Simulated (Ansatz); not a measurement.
# Mo16S: the cost of one run

Program: Ansatz 0.2.0. Level of theory: DFT PBE, scalar-relativistic, plane waves, PAW. These are calculated values, not measurements.

The COD entry's cell or inner coordinates are ideal or old and differ from later refinements, so a difference from it is no clean test against experiment.

3 further runs of the same task are left out: 3 set aside as unsound or not needed.

## Step 1: Starting point

The structure is cubic, space group Im-3m (No. 229). The conventional cell has a = 3.160 Å, b = 3.160 Å, c = 3.160 Å, α = 90.00°, β = 90.00°, γ = 90.00°. Around Mo (site symmetry m-3m) lie 8 Mo at 2.74 Å.

As a file:

```
CELL_PARAMETERS angstrom
-1.58023 1.58023 1.58023
1.58023 -1.58023 1.58023
1.58023 1.58023 -1.58023
ATOMIC_POSITIONS crystal
Mo 0.00000 0.00000 0.00000
```

It is the result of an earlier relaxation at this level (volume 15.78 Å³/atom; gap on the mesh: none (metal)).

## Step 4: Plan of the scan

Atoms count from 1 in the order of the input.

S is moved over the surface cell; relaxed at each place: the height of the adsorbate's atoms; substrate rigid; the origin of the map has the adsorbate above Mo13.

- position of S17 along the first surface vector, from above Mo13: 8 values from 0.000 to 0.875, periodic
- position of S17 along the second surface vector, from above Mo13: 8 values from 0.000 to 0.875, periodic

Relaxed at each point: the height of the adsorbate's atoms; substrate rigid. Points are written as (first, second).

The two vectors of the plane (Å): (3.160, 0.000, 0.000); (0.000, 3.160, 0.000).

(The set-up runs are not shown.)

## Step 5: The run at (2/8, 2/8) of the map's two axes

Contents of input.yaml:

```yaml
crystal:
  lattice:
    - [6.320935748, 0.0, 0.0]
    - [0.0, 6.320935748, 0.0]
    - [0.0, 0.0, 20.0883894757]
  atoms:
    - { symbol: Mo, position: [0.25, 0.25, 0.1991199944] }
    - { symbol: Mo, position: [0.25, 0.75, 0.1991199944] }
    - { symbol: Mo, position: [0.75, 0.25, 0.1991199944] }
    - { symbol: Mo, position: [0.75, 0.75, 0.1991199944] }
    - { symbol: Mo, position: [0.0, 0.0, 0.2777840375] }
    - { symbol: Mo, position: [0.0, 0.5, 0.2777840375] }
    - { symbol: Mo, position: [0.5, 0.0, 0.2777840375] }
    - { symbol: Mo, position: [0.5, 0.5, 0.2777840375] }
    - { symbol: Mo, position: [0.25, 0.25, 0.3589730511] }
    - { symbol: Mo, position: [0.25, 0.75, 0.3589730511] }
    - { symbol: Mo, position: [0.75, 0.25, 0.3589730511] }
    - { symbol: Mo, position: [0.75, 0.75, 0.3589730511] }
    - { symbol: Mo, position: [0.0, 0.0, 0.4275300161] }
    - { symbol: Mo, position: [0.0, 0.5, 0.4275300161] }
    - { symbol: Mo, position: [0.5, 0.0, 0.4275300161] }
    - { symbol: Mo, position: [0.5, 0.5, 0.4275300161] }
    - { symbol: S, position: [0.125, 0.125, 0.5225266473] }
basis:
  ecutwfc: 420
kpoints:
  mp_grid: { grid: [4, 4, 1] }
hamiltonian:
  xc: pbe
  pseudopotentials: { kind: paw, azcp: { folder: soft_1 } }
scf:
  occupations: { method: gaussian, width: 0.1 }
output:
  forces: true
  eigenvalues: true
  write_density: true
  write_potential: true
  elf: true
  volumetric_format: npy
relax:
  adjacent_minimum: "off"
  f_tol: 0.025
  max_steps: 16
  constraints:
    - { sites: [0, 1, 2, 3, 4, 5, 6, 7, 8, 9, 10, 11, 12, 13, 14, 15] }
    - { sites: [16], fix: xy }
efield:
  axis: 3
  dipole_correction: true
  ramp_width: 0.04
```

Launch:

```console
> ansatz run input.yaml --threads 4 --pin off --max-ram 12288MiB --backend cpu --events-out ev --progress --plain --runs-dir out
```

What time and memory should one allow on 4 threads of Arm Neoverse V2, shared host?

About 43 s, with a peak of 2.4 GiB.
